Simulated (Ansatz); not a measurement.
Clean, relaxed (001) surface of Al, space group P6_3/mmc (No. 194) (top face towards +c; atoms held fixed, by place in the list: 1, 2, 3, 4):

```
Al
1.0
     2.83628    0.00000    0.00000
    -1.41814    2.45629    0.00000
     0.00000    0.00000   33.31376
Al
8
Direct
  0.33333 0.66667 0.25515
  0.00000 0.00000 0.32511
  0.66667 0.33333 0.39506
  0.00000 0.00000 0.46502
  0.33333 0.66667 0.53442
  0.00000 0.00000 0.60468
  0.66667 0.33333 0.67502
  0.00000 0.00000 0.74640
```

Level of theory: DFT PBEsol, scalar-relativistic, plane waves, PAW in Ansatz 0.2.0. Plane waves to 420 eV, a k mesh through Γ of 12×12×1 on the computed 8-atom cell and Gaussian smearing (0.10 eV); no spin polarisation. A dipole correction removes the field between periodic images along c.

The adsorption energy is E(slab + adsorbate) − E(slab) − E(free adsorbate, spin-polarised where open-shell). With the adsorbate the cell is lengthened along c to keep the vacuum.

(1) OH is put at the hollow (Al-Al-Al) at (0.33, 0.67) site, one adsorbate per 7.0 Å². What structure does it relax to?

Each end is the local minimum or symmetric point that its start leads to. This isn't the usual crystal structure of Al.

For at least one of the starts the bottom face's work function also shifts by over 0.1 eV: the slab is too thin to screen the adsorbate, so the work functions aren't converged with thickness.

Spin polarisation was left out, and a magnetic state may lie lower.

Answers

(1) E_ads = -4.25 eV. Contacts: O–Al 2.01 Å. Bonds within the adsorbate: O–H 1.00 Å.

```
Al O H
1.0
     2.83628    0.00000    0.00000
    -1.41814    2.45629    0.00000
     0.00000    0.00000   36.19376
Al O H
8 1 1
Direct
  0.33333 0.66667 0.23485
  0.00000 0.00000 0.29924
  0.66667 0.33333 0.36363
  0.00000 0.00000 0.42802
  0.34036 0.67133 0.49162
  0.01506 0.00972 0.55590
  0.68866 0.34749 0.62025
  0.02472 0.01595 0.68066
  0.35874 0.68311 0.71302
  0.35962 0.68371 0.74059
```